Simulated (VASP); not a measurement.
# MoS2 (R-3m) in VASP: a series of runs

The runs below take MoS2 through single point, with PBEsol.

Everything below comes from runs of VASP 6.6.1. Logs are shortened: lines on timing, memory, paths and dates and some standing lists are left out, and cuts for length are marked.

### Step 1. The structure

It takes space group R-3m (No. 166, trigonal). Conventional cell: a = 3.171 Å, b = 3.171 Å, c = 18.345 Å, α = 90.00°, β = 90.00°, γ = 120.00°. Mo (site symmetry -3m) has 6 S at 2.39 Å as nearest neighbours. S (site symmetry 3m) has 3 Mo at 2.39 Å as nearest neighbours.

Measurements of this composition are mostly on another form, of space group No. 194.

### Step 2. Single point, PBEsol, spin-orbit coupling, no magnetisation

The input, INCAR:

```
PREC = Accurate
ENCUT = 350
EDIFF = 1E-7
ISMEAR = 0
SIGMA = 0.02
LREAL = F
LASPH = T
NELM = 100
ALGO = Normal
ISIF = 2
LWAVE = F
LCHARG = F
MAGMOM = 0 0 0 0 0 0 0 0 0
LORBIT = 11
LSORBIT = T
GGA_COMPAT = F
LMAXMIX = 4
GGA = PS
NBANDS = 42
```

The input, KPOINTS:

```
regular mesh
0
Gamma
  4 4 4
```

The input, POSCAR:

```
MoS2
1.0
    1.5855000000      0.9153888518      6.1149966667
   -1.5855000000      0.9153888518      6.1149966667
    0.0000000000     -1.8307777036      6.1149966667
Mo S
1 2
Direct
    0.0000000000      0.0000000000      0.0000000000
    0.2500000000      0.2500000000      0.2500000000
    0.7500000000      0.7500000000      0.7500000000
```

Potentials or basis: VASP PAW PBE potentials, release 64 (Mo_sv, S).

On the command line:

```
cat potpaw_PBE.64/Mo_sv/POTCAR potpaw_PBE.64/S/POTCAR > POTCAR
mpirun -np 1 vasp_ncl > vasp.out
```

OUTCAR:

```text
PREC = Accurate
   ENCUT = 350
   EDIFF = 1E-7
   ISMEAR = 0
   LREAL = F
   LASPH = T
   NELM = 100
   ISIF = 2
   LORBIT = 11
   LSORBIT = T
   GGA = PS

 Found     13 irreducible k-points:

 Following reciprocal coordinates:
            Coordinates               Weight
  0.000000  0.000000  0.000000      1.000000
  0.250000  0.000000  0.000000      6.000000
  0.500000  0.000000  0.000000      3.000000
  0.250000  0.250000  0.000000      6.000000
  0.500000  0.250000  0.000000     12.000000
 -0.250000  0.250000  0.000000      6.000000
   k-points           NKPTS =     13   k-points in BZ     NKDIM =     13   number of bands    NBANDS=     42
   number of dos      NEDOS =    301   number of ions     NIONS =      3
   total plane-waves  NPLWV =  64000
   dimension x,y,z NGX =    40 NGY =   40 NGZ =   40
   dimension x,y,z NGXF=    80 NGYF=   80 NGZF=   80
   ions per type =               1   2
   NGX,Y,Z   is equivalent  to a cutoff of  10.42, 10.42, 10.42 a.u.
   NGXF,Y,Z  is equivalent  to a cutoff of  20.84, 20.84, 20.84 a.u.
 SYSTEM =  unknown system
   PREC   = accura    normal or accurate (medium, high low for compatibility)
   ISTART =      0    job   : 0-new  1-cont  2-samecut
   ICHARG =      2    charge: 1-file 2-atom 10-const
   ISPIN  =      1    spin polarized calculation?
   LNONCOLLINEAR =      T non collinear calculations
   LSORBIT =      T    spin-orbit coupling
   LASPH  =      T    aspherical Exc in radial PAW
   ENCUT  =  350.0 eV  25.72 Ry    5.07 a.u.   9.74  9.74  9.74*2*pi/ulx,y,z
   NELM   =    100;   NELMIN=  2; NELMDL= -5     # of ELM steps
   EDIFF  = 0.1E-06   stopping-criterion for ELM
   LREAL  =      F    real-space projection
[... 7 lines left out ...]
   TEBEG  =    0.0;   TEEND  =   0.0 temperature during run
   PSTRESS=    0.0 pullay stress
   NELECT =      26.0000    total number of electrons
   NUPDOWN=      -1.0000    fix difference up-down
   EMIN   =  10.00;   EMAX   =-10.00  energy-range for DOS
   EFERMI =   0.00;   METHOD = LEGACY
   ISMEAR =     0;   SIGMA  =   0.02  broadening in eV -4-tet -1-fermi 0-gaus
   EFERMI_NEDOS =   21; number of points for ismear=-14 and -15
   IALGO  =     38    algorithm
   IMIX   =      4    mixing-type and parameters
     AMIX     =   0.40;   BMIX     =  1.00
     AMIX_MAG =   1.60;   BMIX_MAG =  1.00
  volume/ion in A,a.u.               =      17.75       119.78
  Fermi-wavevector in a.u.,A,eV,Ry     =   1.289118  2.436081 22.610522  1.661826
  Thomas-Fermi vector in A             =   2.421031
   LORBIT       =     11    0 simple, 1 ext, 2 COOP (PROOUT), +10 PAW based schemes
   GGA     = PS    functional components
   LHFCALC =     F    Hartree Fock is set to
   AEXX    =    0.0000 exact exchange contribution
[... 291 lines left out ...]
  in kB       29.3923019     29.3923019     36.7842712      0.0000000     -0.0000000      0.0000000
  external PRESSURE =      31.8562917 kB  Pullay stress =       0.0000000 kB

 VOLUME and BASIS-vectors are now :
 -----------------------------------------------------------------------------
  energy-cutoff  :      350.00
  volume of cell :       53.25
      direct lattice vectors                 reciprocal lattice vectors
     1.585500000  0.915388852  6.114996667     0.315357931  0.182071986  0.054510796
    -1.585500000  0.915388852  6.114996667    -0.315357931  0.182071986  0.054510796
     0.000000000 -1.830777704  6.114996667     0.000000000 -0.364143973  0.054510796

 POSITION                                       TOTAL-FORCE (eV/Angst)
 -----------------------------------------------------------------------------------
      0.00000      0.00000      0.00000         0.000000     -0.000000      0.000000
      0.00000      0.00000      4.58625         0.000000      0.000000     -0.569627
      0.00000      0.00000     13.75874         0.000000     -0.000000      0.569627
 -----------------------------------------------------------------------------------
    total drift:                                0.000000      0.000000     -0.000000

  FREE ENERGIE OF THE ION-ELECTRON SYSTEM (eV)
  ---------------------------------------------------
  free  energy   TOTEN  =       -22.5563182495 eV

  energy  without entropy=      -22.5538299729  energy(sigma->0) =      -22.55507411

 Spin-Orbit-Coupling matrix elements

 Ion:    1  E_soc:     -0.1976356
 l=   1
     0.0000000    -0.0295283    -0.0292674
    -0.0295283     0.0000000    -0.0295283
    -0.0292674    -0.0295283     0.0000000
 l=   2
     0.0000000    -0.0005369     0.0000000    -0.0005369    -0.0037616
    -0.0005369     0.0000000    -0.0021837    -0.0002173    -0.0005369
     0.0000000    -0.0021837     0.0000000    -0.0021837     0.0000000
    -0.0005369    -0.0002173    -0.0021837     0.0000000    -0.0005369
    -0.0037616    -0.0005369     0.0000000    -0.0005369     0.0000000
 l=   3
     0.0000000     0.0000000     0.0000000     0.0000000     0.0000000     0.0000000     0.0000000
     0.0000000     0.0000000     0.0000000     0.0000000     0.0000000     0.0000000     0.0000000
     0.0000000     0.0000000     0.0000000     0.0000000     0.0000000     0.0000000     0.0000000
     0.0000000     0.0000000     0.0000000     0.0000000     0.0000000     0.0000000     0.0000000
[... 29 lines left out ...]
 l=   2
     0.0000000     0.0000000     0.0000000     0.0000000     0.0000000
     0.0000000     0.0000000     0.0000000     0.0000000     0.0000000
     0.0000000     0.0000000     0.0000000     0.0000000     0.0000000
     0.0000000     0.0000000     0.0000000     0.0000000     0.0000000
     0.0000000     0.0000000     0.0000000     0.0000000     0.0000000
 l=   3
     0.0000000     0.0000000     0.0000000     0.0000000     0.0000000     0.0000000     0.0000000
     0.0000000     0.0000000     0.0000000     0.0000000     0.0000000     0.0000000     0.0000000
     0.0000000     0.0000000     0.0000000     0.0000000     0.0000000     0.0000000     0.0000000
     0.0000000     0.0000000     0.0000000     0.0000000     0.0000000     0.0000000     0.0000000
     0.0000000     0.0000000     0.0000000     0.0000000     0.0000000     0.0000000     0.0000000
     0.0000000     0.0000000     0.0000000     0.0000000     0.0000000     0.0000000     0.0000000
     0.0000000     0.0000000     0.0000000     0.0000000     0.0000000     0.0000000     0.0000000

 total charge

# of ion       s       p       d       tot
------------------------------------------
    1        2.306   6.237   3.959  12.502
    2        1.358   2.330   0.000   3.688
    3        1.358   2.330   0.000   3.688
--------------------------------------------------
tot          5.022  10.896   3.959  19.877

 magnetization (x)

# of ion       s       p       d       tot
------------------------------------------
    1        0.000  -0.000   0.000   0.000
    2        0.000   0.000   0.000   0.000
    3        0.000   0.000   0.000   0.000
--------------------------------------------------
tot          0.000   0.000   0.000   0.000

 magnetization (y)

# of ion       s       p       d       tot
------------------------------------------
    1        0.000   0.000   0.000   0.000
    2        0.000   0.000   0.000   0.000
    3        0.000   0.000   0.000   0.000
--------------------------------------------------
tot          0.000   0.000   0.000   0.000

 magnetization (z)

# of ion       s       p       d       tot
------------------------------------------
    1        0.000   0.000   0.000   0.000
    2        0.000   0.000   0.000   0.000
    3        0.000   0.000   0.000   0.000
--------------------------------------------------
tot          0.000   0.000   0.000   0.000
```

OSZICAR:

```text
N       E                     dE             d eps       ncg     rms          rms(c)
DAV:   1     0.161008963532E+03    0.16101E+03   -0.11011E+04  1196   0.868E+02
DAV:   2    -0.162367954658E+02   -0.17725E+03   -0.16934E+03  1290   0.273E+02
DAV:   3    -0.239910017787E+02   -0.77542E+01   -0.76436E+01  1360   0.533E+01
DAV:   4    -0.241007967345E+02   -0.10979E+00   -0.10965E+00  1310   0.659E+00
DAV:   5    -0.241026219337E+02   -0.18252E-02   -0.18246E-02  1358   0.822E-01    0.265E+01
DAV:   6    -0.230148333902E+02    0.10878E+01   -0.44914E+00  1162   0.187E+01    0.956E+00
DAV:   7    -0.227925557557E+02    0.22228E+00   -0.19877E+00  1138   0.122E+01    0.683E+00
DAV:   8    -0.225590041393E+02    0.23355E+00   -0.25662E-01  1224   0.494E+00    0.209E+00
DAV:   9    -0.225599184280E+02   -0.91429E-03   -0.57317E-02  1266   0.155E+00    0.982E-01
DAV:  10    -0.225562507591E+02    0.36677E-02   -0.80591E-03  1214   0.852E-01    0.261E-01
DAV:  11    -0.225564118231E+02   -0.16106E-03   -0.11966E-03  1366   0.208E-01    0.879E-02
DAV:  12    -0.225563166471E+02    0.95176E-04   -0.17238E-04  1204   0.119E-01    0.152E-02
DAV:  13    -0.225563163619E+02    0.28518E-06   -0.24001E-05  1348   0.310E-02    0.102E-02
DAV:  14    -0.225563188252E+02   -0.24633E-05   -0.64884E-06  1254   0.181E-02    0.106E-02
DAV:  15    -0.225563183804E+02    0.44483E-06   -0.53252E-07  1260   0.646E-03    0.469E-03
DAV:  16    -0.225563182591E+02    0.12131E-06   -0.46932E-07  1164   0.485E-03    0.110E-03
DAV:  17    -0.225563182495E+02    0.95633E-08   -0.23744E-08   778   0.101E-03
   1 F= -.22556318E+02 E0= -.22555074E+02  d E =-.248828E-02  mag=     0.0000    -0.0000     0.0000
```

stdout:

```text
POSCAR found type information on POSCAR MoS
 POSCAR found :  2 types and       3 ions
 scaLAPACK will be used
 -----------------------------------------------------------------------------
|                                                                             |
|                                                                             |
|     You enforced a specific xc type in the INCAR file but a different       |
|     I HOPE YOU KNOW WHAT YOU ARE DOING!                                     |
|                                                                             |
 -----------------------------------------------------------------------------

 LDA part: xc-table for (Slater+PW92), standard interpolation
 POSCAR, INCAR and KPOINTS ok, starting setup
 FFT: planning ... GRIDC
 FFT: planning ... GRID_SOFT
 FFT: planning ... GRID
 WAVECAR not read
 entering main loop
```

Wall time 81 s (1 thread of Intel Xeon 6975P-C (Granite Rapids), shared host); peak memory 0.46 GiB.

These settings aren't checked as converged: the numbers below hold their error.

What came out:

```
Free energy                                           : -22.5563 eV
Pressure                                              : 3.2 GPa
Largest force                                         : 0.570 eV/Å
Valence electrons inside the program's atomic spheres : Mo 12.50; S 3.69
```

Caveat: the k mesh is coarse (spacing up to 0.58 Å⁻¹), so the values aren't converged; the PAW data sets were made with another functional, which shifts forces and pressure a little; the cell's inner coordinates are idealised or old, which leaves forces on the atoms.

### Step 3. Single point, PBEsol, spin-orbit coupling, no magnetisation

INCAR, as its differences from that of step 2:

```diff
@@ -1,3 +1,3 @@
 PREC = Accurate
-ENCUT = 350
+ENCUT = 400
 EDIFF = 1E-7
```

KPOINTS is that of step 2.

POSCAR is that of step 2.

Potentials or basis: VASP PAW PBE potentials, release 64 (Mo_sv, S).

On the command line:

```
cat potpaw_PBE.64/Mo_sv/POTCAR potpaw_PBE.64/S/POTCAR > POTCAR
mpirun -np 1 vasp_ncl > vasp.out
```

It took 84 s on 1 thread of Intel Xeon 6975P-C (Granite Rapids), shared host; peak memory 0.52 GiB.

The run converged, but some of its settings lie outside the range that counts as converged, so its numbers aren't taken as properties of the crystal.

What came out:

```yaml
Free_energy: -22.5578 eV
Pressure: 3.4 GPa
Largest_force: 0.568 eV/Å
Valence_electrons_inside_the_program's_atomic_spheres: Mo 12.51; S 3.69
```

Caveat: the k mesh is coarse (spacing up to 0.58 Å⁻¹), so the values aren't converged; the PAW data sets were made with another functional, which shifts forces and pressure a little; the cell's inner coordinates are idealised or old, which leaves forces on the atoms.

### Step 4. Single point, PBEsol, spin-orbit coupling, no magnetisation

INCAR, as its differences from that of step 3:

```diff
@@ -1,3 +1,3 @@
 PREC = Accurate
-ENCUT = 400
+ENCUT = 500
 EDIFF = 1E-7
```

KPOINTS is that of step 3.

POSCAR is that of step 3.

Potentials or basis: VASP PAW PBE potentials, release 64 (Mo_sv, S).

On the command line:

```
cat potpaw_PBE.64/Mo_sv/POTCAR potpaw_PBE.64/S/POTCAR > POTCAR
mpirun -np 1 vasp_ncl > vasp.out
```

OUTCAR:

```text
PREC = Accurate
   ENCUT = 500
   EDIFF = 1E-7
   ISMEAR = 0
   LREAL = F
   LASPH = T
   NELM = 100
   ISIF = 2
   LORBIT = 11
   LSORBIT = T
   GGA = PS

 Found     13 irreducible k-points:

 Following reciprocal coordinates:
            Coordinates               Weight
  0.000000  0.000000  0.000000      1.000000
  0.250000  0.000000  0.000000      6.000000
  0.500000  0.000000  0.000000      3.000000
  0.250000  0.250000  0.000000      6.000000
  0.500000  0.250000  0.000000     12.000000
 -0.250000  0.250000  0.000000      6.000000
   k-points           NKPTS =     13   k-points in BZ     NKDIM =     13   number of bands    NBANDS=     42
   number of dos      NEDOS =    301   number of ions     NIONS =      3
   total plane-waves  NPLWV = 110592
[... 414 lines left out ...]
     0.0000000     0.0000000     0.0000000     0.0000000     0.0000000     0.0000000     0.0000000
     0.0000000     0.0000000     0.0000000     0.0000000     0.0000000     0.0000000     0.0000000
     0.0000000     0.0000000     0.0000000     0.0000000     0.0000000     0.0000000     0.0000000
     0.0000000     0.0000000     0.0000000     0.0000000     0.0000000     0.0000000     0.0000000
     0.0000000     0.0000000     0.0000000     0.0000000     0.0000000     0.0000000     0.0000000

 total charge

# of ion       s       p       d       tot
------------------------------------------
    1        2.306   6.236   3.963  12.505
    2        1.358   2.331   0.000   3.689
    3        1.358   2.331   0.000   3.689
--------------------------------------------------
tot          5.021  10.898   3.963  19.882

 magnetization (x)

# of ion       s       p       d       tot
------------------------------------------
    1        0.000  -0.000   0.000   0.000
    2       -0.000   0.000   0.000  -0.000
    3       -0.000   0.000   0.000  -0.000
--------------------------------------------------
tot         -0.000  -0.000   0.000  -0.000

 magnetization (y)

# of ion       s       p       d       tot
------------------------------------------
    1        0.000   0.000   0.000   0.000
    2        0.000  -0.000   0.000  -0.000
    3        0.000  -0.000   0.000  -0.000
--------------------------------------------------
tot          0.000  -0.000   0.000  -0.000

 magnetization (z)

# of ion       s       p       d       tot
------------------------------------------
    1        0.000   0.000   0.000   0.000
    2        0.000   0.000   0.000   0.000
    3        0.000   0.000   0.000   0.000
--------------------------------------------------
tot          0.000   0.000   0.000   0.000
```

OSZICAR:

```text
N       E                     dE             d eps       ncg     rms          rms(c)
DAV:   1     0.205867177127E+03    0.20587E+03   -0.13356E+04  1148   0.114E+03
DAV:   2    -0.138249636042E+02   -0.21969E+03   -0.21034E+03  1306   0.320E+02
DAV:   3    -0.239504872618E+02   -0.10126E+02   -0.99526E+01  1352   0.636E+01
DAV:   4    -0.241030619987E+02   -0.15257E+00   -0.15216E+00  1252   0.811E+00
DAV:   5    -0.241057345888E+02   -0.26726E-02   -0.26712E-02  1370   0.106E+00    0.266E+01
DAV:   6    -0.230172487338E+02    0.10885E+01   -0.44794E+00  1180   0.187E+01    0.955E+00
DAV:   7    -0.227975637212E+02    0.21969E+00   -0.19874E+00  1164   0.123E+01    0.688E+00
DAV:   8    -0.225621515226E+02    0.23541E+00   -0.25682E-01  1216   0.500E+00    0.210E+00
DAV:   9    -0.225632164826E+02   -0.10650E-02   -0.58127E-02  1280   0.159E+00    0.987E-01
DAV:  10    -0.225594973836E+02    0.37191E-02   -0.82699E-03  1202   0.865E-01    0.257E-01
DAV:  11    -0.225596593308E+02   -0.16195E-03   -0.12137E-03  1394   0.211E-01    0.882E-02
DAV:  12    -0.225595646025E+02    0.94728E-04   -0.17076E-04  1186   0.119E-01    0.155E-02
DAV:  13    -0.225595642292E+02    0.37324E-06   -0.24067E-05  1330   0.316E-02    0.101E-02
DAV:  14    -0.225595667305E+02   -0.25013E-05   -0.66961E-06  1246   0.186E-02    0.109E-02
DAV:  15    -0.225595662885E+02    0.44202E-06   -0.55583E-07  1260   0.666E-03    0.474E-03
DAV:  16    -0.225595661704E+02    0.11804E-06   -0.43391E-07  1132   0.465E-03    0.950E-04
DAV:  17    -0.225595661573E+02    0.13160E-07   -0.24496E-08   826   0.103E-03
   1 F= -.22559566E+02 E0= -.22558320E+02  d E =-.249278E-02  mag=     0.0000     0.0000    -0.0000
```

stdout:

```text
POSCAR found type information on POSCAR MoS
 POSCAR found :  2 types and       3 ions
 scaLAPACK will be used
 -----------------------------------------------------------------------------
|                                                                             |
|                                                                             |
|     You enforced a specific xc type in the INCAR file but a different       |
|     I HOPE YOU KNOW WHAT YOU ARE DOING!                                     |
|                                                                             |
 -----------------------------------------------------------------------------

 LDA part: xc-table for (Slater+PW92), standard interpolation
 POSCAR, INCAR and KPOINTS ok, starting setup
 FFT: planning ... GRIDC
 FFT: planning ... GRID_SOFT
 FFT: planning ... GRID
 WAVECAR not read
 entering main loop
```

Wall time 2.1 min (1 thread of Intel Xeon 6975P-C (Granite Rapids), shared host); peak memory 0.73 GiB.

The run converged, but some of its settings lie outside the range that counts as converged, so its numbers aren't taken as properties of the crystal.

Results:

* Free energy: -22.5596 eV
* Pressure: 3.6 GPa
* Largest force: 0.565 eV/Å
* Valence electrons inside the program's atomic spheres: Mo 12.51; S 3.69

Caveat: the k mesh is coarse (spacing up to 0.58 Å⁻¹), so the values aren't converged; the PAW data sets were made with another functional, which shifts forces and pressure a little; the cell's inner coordinates are idealised or old, which leaves forces on the atoms.

[end of part 1 of 2]
